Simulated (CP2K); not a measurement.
Runs of CP2K 2026.2 on C. Symmetry: P6_3/mmc, No. 194, hexagonal system. Conventional cell: a = 2.522 Å, b = 2.522 Å, c = 12.356 Å, α = 90.00°, β = 90.00°, γ = 120.00°. C (site symmetry 3m) has 4 C at 1.54 Å as nearest neighbours. C (site symmetry 3m) has 4 C at 1.54 Å as nearest neighbours. Around C (site symmetry 3m) lie 4 C at 1.54 Å. This is a hexagonal form of diamond, not graphite.

```csv
level,cutoff of the non-local correlation (Ry),gap on the mesh (eV),pressure (GPa),largest force (eV/Å)
WC,-,4.69,(b),0.33
TASK,-,4.79,10.3,0.37
vdW-DF-cx,300,4.74,2.1,0.33
PBEsol,-,4.65,0.7,0.33
LDA,-,4.62,0.5,0.33
RPBE,-,4.85,5.5,(a)
```

Alike in all rows: task band structure; potentials or basis POTENTIAL_UZH C GTH-PBE-q4; DZVP-MOLOPT-PBE-GTH basis; no spin polarisation; cell as given; k mesh 9 × 9 × 2; smearing fermi-dirac 0.05 eV.

**Question.** Estimate the missing entries.

**Answer.** (a) 0.32; (b) 1.2.

Caveats: the potentials were made for another functional, which shifts forces and pressure; the basis of atomic orbitals isn't converged, which shifts pressures, moduli and gaps.

Runs at the PBE level aren't shown here.
